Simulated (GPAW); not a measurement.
# A GW chain in GPAW: NaCl (Fm-3m), part 2 of 2

Aim: the G0W0 gap of NaCl (Fm-3m) on PBE, step by step.

GPAW 26.7.0; PBE and many-body steps on it, plane waves. Known limits of the many-body steps: not at the basis limit.

So far. Step 3 (Bands along the symmetry lines): The gap is 5.159 eV, as in the run before at this level. Step 4 (Empty states on the mesh, 6×6×6 mesh, 669 bands): On this mesh the gap is 5.159 eV.

The database entry behind the starting cell differs from later determinations by our own check (an axis about 0.4 % short against later determinations), so it need not match the best structure at ambient conditions.

## (5) Screening and self-energy, 6×6×6 mesh, 306 bands, screening to 210 eV

G0W0 replaces the xc potential by the self-energy, built once from these orbitals. Only a window of levels is corrected, while the sums run over the empty bands that the input names.

This step: G0W0 on PBE, plane waves, PAW.

run.py reads:

```python
import json
import numpy as np
from gpaw.mpi import world
from gpaw.response.g0w0 import G0W0

gw = G0W0('full.gpw',
    filename='gw',
    kpts=[0],
    bands=(5, 9),
    ecut=210,
    nbands=306,
    integrate_gamma='WS',
    ppa=True)
gw.calculate()
res = {mode: {k: v for k, v in r.items() if k != 'sigma_eskwn'}
       for mode, r in gw.all_results.items()}

if world.rank == 0:
    with open('result.json', 'w') as f:
        json.dump(res, f, default=lambda x: x.tolist())
```

On the command line:

```
mpirun -n 12 gpaw python run.py
```

Numbers of over 12 decimals in the logs are rounded to 6 here.

The log of the run:

```text
Using integrator: PointIntegrator
FrequencyGridDescriptor(from 0.000+0.000j to 0.000+27.211j eV, 2 points)
Nonperiodic BCs:  [False False False]
Using integrator: PointIntegrator
FrequencyGridDescriptor(from 0.000+0.000j to 0.000+27.211j eV, 2 points)
Nonperiodic BCs:  [False False False]
  ___  _ _ _
 |   || | | |
 | | || | | |
 |__ ||_____|
 |___|

BZ k-points: Symmetries present (total): 48

  [... matrices ...]
216 k-points: 6 x 6 x 6 Monkhorst-Pack grid + [1/12,1/12,1/12]
16 k-points in the irreducible part of the Brillouin zone
       k-points in crystal coordinates                weights
   0:     0.00000000    0.00000000    0.00000000          1/216
   1:     0.16666667    0.16666667    0.00000000          6/216
   2:     0.16666667    0.16666667    0.16666667          8/216
   3:     0.33333333    0.16666667    0.16666667         12/216
   4:     0.33333333    0.33333333   -0.33333333         12/216
   5:     0.33333333    0.33333333    0.00000000          6/216
   6:     0.33333333    0.33333333    0.16666667         24/216
   7:     0.33333333    0.33333333    0.33333333          8/216
   8:     0.50000000    0.33333333   -0.33333333         24/216
   9:     0.50000000    0.33333333   -0.16666667         12/216
          ...
  15:     0.50000000    0.50000000    0.50000000          4/216

Distributing spins, k-points and bands (1 x 1 x 4) over 12 processes
Number of blocks: 1

Quasi particle states:
k-points (IBZ indices): [0]
Band range: (5, 9)
  [... matrices ...]
Computational parameters:
Plane wave cut-off: 210 eV
Number of bands: 306
Coulomb cutoff: None
Broadening: 0.1 eV

fxc modes: GW
Kernel: RPA
Using Godby-Needs plasmon-pole approximation:
  Fitting energy: i*E0, E0 = 1.000 Hartree
Summing all q:

Calculating screened Coulomb potential
No Coulomb truncation
FrequencyGridDescriptor(from 0.000+0.000j to 0.000+27.211j eV, 2 points)
Removing empty qpoint cache files...

Calculating chi0 body with:
    Ground state adapter containing:
    Number of spins: 1
    Number of kpoints: 216
    Number of irreducible kpoints: 16
    Number of completely occupied states: 7
    Number of partially occupied states: 7
    Occupied states memory: 0.8544921875 M / cpu

    Linear response parametrization:
    q_c: [1.3877787807814457e-17, 1.3877787807814457e-17, 1.3877787807814457e-17]
    Number of frequency points: 2
    Planewave cutoff: 210.0
    Number of bands: 306
    Number of planewaves: 331
    Broadening (eta): 1e-06
    comm.size: 12
    kncomm.size: 12
    blockcomm.size: 1

    Memory estimate of potentially large arrays:
        chi0_wGG: 3.343536 M / cpu
Integrating chi0 body.

Symmetries of q_c:
    Direct symmetries (Uq -> q): 48
    Indirect symmetries (TUq -> q): 0
In total 48 allowed symmetries.

  [... matrices ...]
16 groups of equivalent kpoints. 92.592593% reduction.

Integral kind: response function
Integrating chi0 head and wings.

Symmetries of q_c:
    Direct symmetries (Uq -> q): 48
    Indirect symmetries (TUq -> q): 0
In total 48 allowed symmetries.

  [... matrices ...]
16 groups of equivalent kpoints. 92.592593% reduction.

Integral kind: response function wings

Calculating chi0 body with:
    Ground state adapter containing:
    Number of spins: 1
    Number of kpoints: 216
    Number of irreducible kpoints: 16
    Number of completely occupied states: 7
    Number of partially occupied states: 7
[... the further q-points ...]

Results:
f:      Occupation numbers
eps:     KS-eigenvalues [eV]
vxc:     KS vxc [eV]
exx:     Exact exchange [eV]
sigma:   Self-energies [eV]
dsigma:  Self-energy derivatives
Z:       Renormalization factors
qp:      QP-energies [eV]

k-point 0 (0): (0.000, 0.000, 0.000)                GW
band       f     eps     vxc     exx   sigma  dsigma       Z      qp
                                                                   GW
   5   1.000  -0.462 -16.808 -21.118   1.699  -0.228   0.814  -2.588
   6   1.000  -0.462 -16.808 -21.118   1.699  -0.228   0.814  -2.588
   7   0.000   4.697  -9.282  -5.316  -3.093  -0.152   0.868   5.454
   8   0.000  10.591  -8.493  -3.714  -3.370  -0.159   0.863  11.807
```

Elapsed: 3.8 min, on 12 MPI ranks of Arm Neoverse V1, shared host; peak memory 3.5 GiB.

Numbers from this step:

```
G0W0 gap on the points computed              : 8.042 eV
least direct G0W0 gap on the computed points : 8.042 eV
Z at the valence top                         : 0.8142
Z at the conduction bottom                   : 0.8679
starting gap on the mesh                     : 5.159 eV
k of the valence top                         : 0, 0, 0
k of the conduction bottom                   : 0, 0, 0
```

The gap on the mesh goes from 5.16 eV to 8.04 eV, a correction of +2.88 eV.

Limits: finite bands, cutoff and mesh. v1 is the top filled band, c1 the lowest empty one. The levels before and after the correction (eV, zero at the valence-band top of each column):

```csv
,conduction bottom,valence top
Kohn-Sham,5.16,0.00
G0W0,8.04,0.00
```

|  | level | energy (eV) |
| --- | --- | --- |
| Kohn-Sham | Γ v2-v1 | 0.000 |
| Kohn-Sham | Γ c1 | 5.159 |
| Kohn-Sham | Γ c2 | 11.053 |
| G0W0 | Γ v2-v1 | 0.000 |
| G0W0 | Γ c1 | 8.042 |
| G0W0 | Γ c2 | 14.395 |

## (6) Where the time went

Times are wall times on 12 MPI ranks of Arm Neoverse V1, shared host, good to a factor of about two.

```csv
step,time,share,memory (GiB)
ground state,4.6 s,2 %,1.6
bands along the symmetry lines,4.8 s,2 %,1.7
empty states on the mesh,7.7 s,3 %,2.5
screening and self-energy,3.8 min,93 %,3.5
```

## (7) Summary of results

```yaml
pbe_gap: 5.16 eV, direct
g0w0_gap_on_the_mesh: 8.04 eV
gw_settings: 6×6×6 mesh, 306 bands, screening to 210 eV, Godby-Needs plasmon pole
known_limits: not at the basis limit
```

What this shows: G0W0 moves the gap on the mesh from 5.16 eV to 8.04 eV (+2.88 eV), with Z of 0.81 and 0.87 at the edges. Only 1 of the mesh's irreducible points was corrected, so a valley elsewhere could overtake. The dearest step here is «screening and self-energy». Bands and cutoff are finite, so the gap is not at the basis limit. The miss can reach some tenths of an eV and take either sign; the mesh is an error of its own. These stock PAW sets were not made for GW. In the G0W0 run levels were corrected at 1 k point alone, so a gap called «on the mesh» is the least over those, and an edge elsewhere would be missed.

[Paths, hosts, dates, memory and timing lines, banners, echoed tables and standing remarks are left out of the program output.]

[Logs are printed without paths, hosts, clocks, repeated set-up lines and the standing remarks that a program may print on its own settings, such as how far it seeks lower states.]

[Runs of the session that timed out or met a known fault of the program may be left out.]

[Hosts, paths, dates, database ids (printed as entryN), source tags and the programs' standing remarks are cut or masked in the printed files.]
